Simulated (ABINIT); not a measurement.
# Quasiparticle gap of MgO (Fm-3m) in ABINIT

How does a plane-wave GW calculation on MgO (Fm-3m) run from the first input to the gap?

Main program and level: ABINIT 10.8.3; LDA and many-body steps on it, plane waves.

**The experiments to reproduce.**

- Gap 7.83 eV: literature experimental gap; bulk crystal (quoted in “Electronic structure of alkaline earth and post-transition metal oxides”, 2009, arxiv:0908.1581).

Report form: the programs' logs are mostly left out.

## (1) The starting structure

Symmetry: Fm-3m, No. 225, cubic system. Conventional cell: a = 4.194 Å, b = 4.194 Å, c = 4.194 Å, α = 90.00°, β = 90.00°, γ = 90.00°. Mg has 6 O at 2.10 Å nearest. O has 6 Mg at 2.10 Å nearest. Farther neighbours and most contacts between anions are not listed.

The cell and positions are those that the Materials Project relaxed with its own functionals (PBE, PBE+U or r2SCAN), kept fixed.

## (2) Ground state

This step: ABINIT 10.8.3; DFT, LDA, plane waves, norm-conserving pseudopotentials.

The ground-state density comes first.

The input, run.abi:

```
acell 3*1.0 Angstrom
rprim 
  -0.000000000000 2.097001392700 2.097001392700
  2.097001392700 -0.000000000000 2.097001392700
  2.097001392700 2.097001392700 -0.000000000000
ntypat 2
znucl 12 8
natom 2
typat 1 2
xred 
  0.000000000000 0.000000000000 0.000000000000
  0.500000000000 0.500000000000 0.500000000000
pp_dirpath "pseudos"
pseudos "Mg.upf, O.upf"
ecut 38
ngkpt 8 8 8
nshiftk 1
shiftk 0 0 0
kptopt 1
chksymbreak 0
nband 13
occopt 1
tolvrs 1e-10
nstep 60
prtwf 0
optforces 0
optstress 0
indata_prefix "in"
outdata_prefix "out"
tmpdata_prefix "tmp"
```

Launch:

```sh
> OMP_NUM_THREADS=1 mpirun -n 8 abinit run.abi > log
```

Elapsed: 3.4 s, on 8 MPI ranks of Arm Neoverse V1, shared host; peak memory 0.49 GiB.

Numbers from this step:

| Quantity | Value |
| --- | --- |
| total energy | -2065.8110 eV |
| gap | 4.817 eV |
| k of the valence top | 0, 0, 0 |
| k of the conduction bottom | 0, 0, 0 |
| least direct gap | 4.817 eV |

The gap is direct, at Γ.

## (3) Bands along the symmetry lines

The cheap functional maps the bands first; the places of the edges decide which points the dearer methods must see.

The input, run.abi:

```
acell 3*1.0 Angstrom
rprim 
  -0.000000000000 2.097001392700 2.097001392700
  2.097001392700 -0.000000000000 2.097001392700
  2.097001392700 2.097001392700 -0.000000000000
ntypat 2
znucl 12 8
natom 2
typat 1 2
xred 
  0.000000000000 0.000000000000 0.000000000000
  0.500000000000 0.500000000000 0.500000000000
pp_dirpath "pseudos"
pseudos "Mg.upf, O.upf"
ecut 38
iscf -2
irdden 1
kptopt 0
nkpt 50
kpt 
  0.00000000 0.00000000 0.00000000
  0.06250000 0.00000000 0.06250000
  0.12500000 0.00000000 0.12500000
  0.18750000 0.00000000 0.18750000
  0.25000000 0.00000000 0.25000000
  0.31250000 0.00000000 0.31250000
  0.37500000 0.00000000 0.37500000
  0.43750000 0.00000000 0.43750000
  0.50000000 0.00000000 0.50000000
  0.51562500 0.03125000 0.51562500
  0.53125000 0.06250000 0.53125000
  0.54687500 0.09375000 0.54687500
  0.56250000 0.12500000 0.56250000
  0.57812500 0.15625000 0.57812500
  0.59375000 0.18750000 0.59375000
  0.60937500 0.21875000 0.60937500
  0.62500000 0.25000000 0.62500000
  0.37500000 0.37500000 0.75000000
  0.32812500 0.32812500 0.65625000
  0.28125000 0.28125000 0.56250000
  0.23437500 0.23437500 0.46875000
  0.18750000 0.18750000 0.37500000
  0.14062500 0.14062500 0.28125000
  0.09375000 0.09375000 0.18750000
  0.04687500 0.04687500 0.09375000
  0.00000000 0.00000000 0.00000000
  0.06250000 0.06250000 0.06250000
  0.12500000 0.12500000 0.12500000
  0.18750000 0.18750000 0.18750000
  0.25000000 0.25000000 0.25000000
  0.31250000 0.31250000 0.31250000
  0.37500000 0.37500000 0.37500000
  0.43750000 0.43750000 0.43750000
  0.50000000 0.50000000 0.50000000
  0.50000000 0.46875000 0.53125000
  0.50000000 0.43750000 0.56250000
  0.50000000 0.40625000 0.59375000
  0.50000000 0.37500000 0.62500000
  0.50000000 0.34375000 0.65625000
  0.50000000 0.31250000 0.68750000
  0.50000000 0.28125000 0.71875000
  0.50000000 0.25000000 0.75000000
  0.50000000 0.21875000 0.71875000
  0.50000000 0.18750000 0.68750000
  0.50000000 0.15625000 0.65625000
  0.50000000 0.12500000 0.62500000
  0.50000000 0.09375000 0.59375000
  0.50000000 0.06250000 0.56250000
  0.50000000 0.03125000 0.53125000
  0.50000000 0.00000000 0.50000000
istwfk *1
nband 18
nbdbuf 5
tolwfr 1e-07
nstep 50
prtwf 0
prtvol 0
indata_prefix "in"
outdata_prefix "out"
tmpdata_prefix "tmp"
```

Elapsed: 2.9 s, on 8 MPI ranks; peak memory 0.07 GiB; 23 s of CPU time.

Numbers from this step:

```
gap                        : 4.817 eV
k of the valence top       : 0, 0, 0
k of the conduction bottom : 0, 0, 0
least direct gap           : 4.817 eV
```

The gap is 4.817 eV, as in the run before at this level.

The electronic bands at the labelled points (eV, zero at the top of the highest filled band; v1 is the highest filled band, c1 the lowest empty one):

| point | v4 | v3 | v2 | v1 | c1 | c2 | c3 | c4 |
| --- | --- | --- | --- | --- | --- | --- | --- | --- |
| Γ | -17.00 | 0.00 | 0.00 | 0.00 | 4.82 | 15.77 | 15.77 | 15.77 |
| halfway | -16.19 | -2.66 | -0.75 | -0.75 | 8.10 | 11.08 | 15.37 | 17.38 |
| X | -15.34 | -4.16 | -1.37 | -1.37 | 9.02 | 9.87 | 13.03 | 18.84 |
| halfway | -15.33 | -4.00 | -1.84 | -1.32 | 9.41 | 10.39 | 12.87 | 18.50 |
| U | -15.31 | -3.56 | -2.77 | -1.17 | 10.01 | 11.68 | 12.46 | 17.99 |
| jump to K | -15.31 | -3.56 | -2.77 | -1.17 | 10.01 | 11.68 | 12.46 | 17.99 |
| halfway | -16.10 | -2.98 | -1.21 | -0.40 | 8.19 | 11.92 | 15.25 | 17.80 |
| Γ | -17.00 | 0.00 | 0.00 | 0.00 | 4.82 | 15.77 | 15.77 | 15.77 |
| halfway | -16.36 | -2.70 | -0.35 | -0.35 | 7.12 | 12.50 | 16.58 | 16.58 |
| L | -15.58 | -4.73 | -0.66 | -0.66 | 7.86 | 12.55 | 16.17 | 16.17 |
| halfway | -15.43 | -4.09 | -1.97 | -1.01 | 9.63 | 12.14 | 13.37 | 16.78 |
| W | -15.27 | -3.01 | -3.01 | -1.82 | 11.58 | 11.58 | 12.05 | 15.47 |
| halfway | -15.31 | -3.85 | -1.94 | -1.60 | 9.92 | 10.76 | 12.68 | 17.25 |
| X | -15.34 | -4.16 | -1.37 | -1.37 | 9.02 | 9.87 | 13.03 | 18.84 |

## (4) Empty states on the mesh, 6×6×6 mesh, 104 bands

The sums over transitions need many empty states on a uniform mesh; this step solves for them.

The input, run.abi:

```
acell 3*1.0 Angstrom
rprim 
  -0.000000000000 2.097001392700 2.097001392700
  2.097001392700 -0.000000000000 2.097001392700
  2.097001392700 2.097001392700 -0.000000000000
ntypat 2
znucl 12 8
natom 2
typat 1 2
xred 
  0.000000000000 0.000000000000 0.000000000000
  0.500000000000 0.500000000000 0.500000000000
pp_dirpath "pseudos"
pseudos "Mg.upf, O.upf"
ecut 38
ngkpt 6 6 6
nshiftk 1
shiftk 0 0 0
kptopt 1
chksymbreak 0
irdden 1
istwfk *1
nband 104
prtvol 0
optdriver 6
gwr_task "HDIAGO"
paral_kgb 0
occopt 1
indata_prefix "in"
outdata_prefix "out"
tmpdata_prefix "tmp"
```

Elapsed: 6.7 s, on 8 MPI ranks; peak memory 1.3 GiB; 53 s of CPU time.

This step gave:

| Item | Value |
| --- | --- |
| gap | 4.817 eV |
| k of the valence top | 0, 0, 0 |
| k of the conduction bottom | 0, 0, 0 |
| least direct gap | 4.817 eV |
| k points computed | 16 |
| lowest point of the top converged band, above the valence top | 150.5442 eV |

On this mesh the gap is 4.817 eV.

## (5) Screening, 6×6×6 mesh, 96 bands, screening to 244.9 eV

The RPA dielectric matrix is built and inverted for each q.

This step: RPA screening on LDA, plane waves, norm-conserving pseudopotentials.

run.abi: that of step 4 with these lines changed.

```diff
@@ -20,10 +20,11 @@
 chksymbreak 0
-irdden 1
 istwfk *1
-nband 104
-prtvol 0
-optdriver 6
-gwr_task "HDIAGO"
-paral_kgb 0
 occopt 1
+irdwfk 1
+optdriver 3
+nband 96
+ecuteps 9
+inclvkb 2
+awtr 1
+symchi 1
 indata_prefix "in"
```

Run time: 37 s. Hardware: 8 MPI ranks; peak memory 1.2 GiB.

Numbers from this step:

| Item | Value |
| --- | --- |
| ε∞ with local fields, on this mesh, along the program's q direction | 3.086 |
| the same without local fields | 3.309 |
| plasma frequency | 34.59 eV |
| plane waves in the screening matrix | 169 |

Local fields lower ε∞ by 7 %.

## (6) Self-energy, 6×6×6 mesh, 96 bands, screening to 244.9 eV

The self-energy is evaluated for the states that the input lists, and the levels follow from it, in one-shot runs by the linearised quasiparticle equation.

This step: G0W0 on LDA, plane waves, norm-conserving pseudopotentials.

run.abi: that of step 5 with these lines changed.

```diff
@@ -23,8 +23,19 @@
 irdwfk 1
-optdriver 3
+optdriver 4
 nband 96
+gwcalctyp 0
+ecutsigx 38
+symsigma 1
+nkptgw 3
+kptgw 
+  0.0000000000 0.0000000000 0.0000000000
+  0.5000000000 0.0000000000 0.0000000000
+  0.5000000000 0.5000000000 0.0000000000
+bdgw 
+  6 12
+  7 10
+  7 10
 ecuteps 9
-inclvkb 2
-awtr 1
-symchi 1
+irdscr 1
+ppmodel 1
 indata_prefix "in"
```

The job ended after 8.6 s (8 MPI ranks; peak memory 1.3 GiB).

Numbers from this step:

```
G0W0 gap on the points computed              : 7.534 eV
starting gap on the mesh                     : 4.817 eV
k of the valence top                         : 0, 0, 0
k of the conduction bottom                   : 0, 0, 0
Z at the valence top                         : 0.806
Z at the conduction bottom                   : 0.852
least direct G0W0 gap on the computed points : 7.534 eV
```

The gap on the mesh goes from 4.82 eV to 7.53 eV, a correction of +2.72 eV.

Limits: finite bands, cutoff and mesh. v1 is the top filled band, c1 the lowest empty one. The levels before and after the correction (eV, zero at the valence-band top of each column):

```
           conduction bottom  valence top
Kohn-Sham               4.82         0.00
     G0W0               7.53         0.00
```

|  | level | energy (eV) |
| --- | --- | --- |
| Kohn-Sham | Γ v3-v1 | 0.000 |
| Kohn-Sham | Γ c1 | 4.817 |
| Kohn-Sham | Γ c2-c4 | 15.767 |
| G0W0 | Γ v3-v1 | 0.000 |
| G0W0 | Γ c1 | 7.534 |
| G0W0 | Γ c2-c4 | 18.877 |

## (7) Where the time went

Times are wall times on 8 MPI ranks of Arm Neoverse V1, shared host, good to a factor of about two.

| step | time | share | memory (GiB) |
| --- | --- | --- | --- |
| ground state | 3.4 s | 6 % | 0.49 |
| bands along the symmetry lines | 2.9 s | 5 % | 0.07 |
| empty states on the mesh | 6.7 s | 11 % | 1.3 |
| screening | 37 s | 63 % | 1.2 |
| self-energy | 8.6 s | 15 % | 1.3 |

## (8) Results

```yaml
lda_gap: 4.82 eV, direct
g0w0_gap_on_the_mesh: 7.53 eV
gw_settings: 6×6×6 mesh, 96 bands, screening to 244.9 eV, Godby-Needs plasmon pole
known_limits: not at the basis limit
```

What this shows: G0W0 moves the gap on the mesh from 4.82 eV to 7.53 eV (+2.72 eV), with Z of 0.81 and 0.85 at the edges. Local fields lower the RPA ε∞ on this mesh from 3.31 to 3.09. Only 3 of the mesh's irreducible points were corrected, so a valley elsewhere could overtake. The dearest step here is «screening». Against experiment, by G0W0@LDA: the gap of 7.53 eV lies −0.30 eV from the measured 7.83 eV (kind not stated, quoted 2009). The calculation has static nuclei and no excitons; a measured gap holds zero-point and thermal motion, which mostly lowers it. Bands and cutoff are finite, so the gap is not at the basis limit. The miss can reach some tenths of an eV and take either sign; the mesh is an error of its own. In the G0W0 run levels were corrected at 3 k points alone, so a gap called «on the mesh» is the least over those, and an edge elsewhere would be missed.

[Paths, hosts, dates, memory and timing lines, banners, echoed tables and standing remarks are left out of the program output.]

[Logs are printed without paths, hosts, clocks, repeated set-up lines and the standing remarks that a program may print on its own settings, such as how far it seeks lower states.]

[Runs of the session that timed out or met a known fault of the program may be left out.]

[Hosts, paths, dates, database ids (printed as entryN), source tags and the programs' standing remarks are cut or masked in the printed files.]

[G0W0 gaps are taken among the corrected bands and points alone; a level outside them can change the order at an edge.]

[Where Ansatz stands beside ABINIT at settings called matched, ABINIT's density can come from a denser mesh and the files from another edition; pairs whose starting gaps differed by over 0.03 eV were left out, so agreement reads better than it is.]
